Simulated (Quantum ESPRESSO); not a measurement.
# TiB2 in Quantum ESPRESSO: convergence with SCF threshold

Crystal: TiB2.

```
Ti B
1.0
     3.02920    0.00000    0.00000
    -1.51460    2.62336    0.00000
     0.00000    0.00000    3.22840
Ti B
1 2
Direct
  0.00248 0.99759 0.00048
  0.66253 0.33493 0.49989
  0.33825 0.67402 0.49821
```

The cell isn't the ideal one: atoms moved at random, drawn with an rms of 0.02 Å.

```yaml
Program: Quantum ESPRESSO 7.5
Task: single point
Functional: PBE
Potentials_or_basis: PseudoDojo 0.5 SR PBE standard
Cutoff: 1143 eV
Density_cutoff: 4572 eV
k_mesh: 8 × 8 × 7
Occupations: fermi-dirac, width 0.05 eV
Spin: no spin polarisation
```

These are the settings of the first run; the series varies SCF threshold, with any setting tied to it.

Hardware: 1 thread of Arm Neoverse V2, with other jobs on the host.

Question: The values tried are 0.001 Ry, 0.0001 Ry, 1e-05 Ry, 1e-06 Ry, 1e-07 Ry, 1e-08 Ry, 1e-10 Ry, 1e-12 Ry, loosest first. From which on does the pressure stay within 0.1 GPa of the tightest run that finished?

Answer: From 1e-07 Ry on.

| SCF threshold | energy less the tightest run, at zero smearing (meV/atom) | pressure (GPa) | largest force (eV/Å) | SCF cycles | CPU time (s) | peak memory (GiB) |
| --- | --- | --- | --- | --- | --- | --- |
| 0.001 Ry | 0.15 | 1.20 | 0.419 | 4 | 38 | 0.15 |
| 0.0001 Ry | 0.01 | 0.32 | 0.424 | 5 | 47 | 0.15 |
| 1e-05 Ry | 0.01 | 0.32 | 0.424 | 5 | 47 | 0.15 |
| 1e-06 Ry | 0.00 | 0.07 | 0.423 | 6 | 55 | 0.15 |
| 1e-07 Ry | 0.00 | 0.21 | 0.423 | 7 | 62 | 0.15 |
| 1e-08 Ry | 0.00 | 0.21 | 0.423 | 7 | 62 | 0.15 |
| 1e-10 Ry | 0.00 | 0.20 | 0.423 | 10 | 85 | 0.15 |
| 1e-12 Ry | 0.00 | 0.20 | 0.423 | 11 | 92 | 0.15 |

Against the tightest run, the energy stays within 1 meV/atom from 0.001 Ry on; the largest force stays within 0.005 eV/Å from 0.001 Ry on. The tightest run that finished is the yardstick and may itself not be fully converged.
